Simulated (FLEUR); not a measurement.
Crystal: MnO.

```
Mn O
1.0
     3.37170    0.00000    0.00000
    -1.68585    2.91998    0.00000
     0.00000    0.00000    5.38550
Mn O
2 2
Direct
  0.66667 0.33333 0.51096
  0.33333 0.66667 0.01096
  0.66667 0.33333 0.87547
  0.33333 0.66667 0.37547
```

Measurements of this composition are mostly on another form, of space group No. 225.

Base run:

- Program: FLEUR MaX-R8.1 (later development tree)
- Functional: PBEsol
- Potentials or basis: all-electron
- Basis: FLAPW
- Kmax: 5.08 1/bohr
- k mesh: 7 × 7 × 4
- Occupations: fermi-dirac, width 0.05 eV
- Spin: collinear spin, ferromagnetic start
- Starting moments: [4.0, 4.0, 0.0, 0.0] μB
- Hubbard terms: Mn d U = 0.0 eV

Its results: band gap on the k mesh none (metal or under the smearing width); net moment 9.98 μB per cell; site moments Mn +4.12; O +0.20 μB.

Q: The run is repeated on the same cell with these changes: hubbard terms from Mn d U = 0.0 eV to Mn d U = 6 eV. What comes out?

A: Band gap on the k mesh 0.13 eV, direct; net moment 10.00 μB per cell; site moments Mn +4.33; O +0.10 μB.

Caveats: only a ferromagnetic start was run, and an antiferromagnetic order may lie lower in energy.

